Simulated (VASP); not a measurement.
CdF2: single point with HSE06

The system is CdF2.

```
Cd F
1.0
     0.00000    2.69418    2.69418
     2.69418    0.00000    2.69418
     2.69418    2.69418    0.00000
Cd F
1 2
Direct
  0.00000 0.00000 0.00000
  0.25000 0.25000 0.25000
  0.75000 0.75000 0.75000
```

The cell was built by a generator and needn't be a form met in nature.

| Property | Result |
| --- | --- |
| Program | VASP 6.6.1 |
| Task | single point |
| Functional | HSE06 |
| Potentials or basis | VASP PAW PBE potentials, release 64 (Cd, F) |
| Cutoff | 520 eV |
| k mesh | 4 × 4 × 4 |
| Occupations | gaussian, width 0.01 eV |
| Spin | no spin polarisation |

```
Pressure               : 2.7 GPa
Band gap on the k mesh : 5.16 eV, indirect (least direct gap 5.74 eV)
```

Levels at points of the mesh, in eV from the valence-band top:
| k point | band 11 | band 12 | band 13 | band 14 | band 15 | band 16 |
| --- | --- | --- | --- | --- | --- | --- |
| (0.00, 0.00, 0.00) | -0.58 | -0.58 | -0.58 | 5.16 | 14.97 | 14.97 |
| (0.50, 0.00, 0.00) | -1.93 | -0.45 | -0.45 | 9.50 | 11.24 | 17.00 |
| (0.50, 0.50, 0.00) | -0.53 | -0.09 | -0.09 | 10.43 | 11.88 | 13.88 |

It took 8.7 min on 1 thread of AMD EPYC 9R45 (Zen 5), with other jobs on the host, peak memory 0.23 GiB.

Caveat: the k mesh is coarse (spacing up to 0.50 Å⁻¹), so the values aren't converged, least of all with exact exchange; the PAW data sets were made with another functional, which shifts forces and pressure a little. A k mesh can miss the band edges.
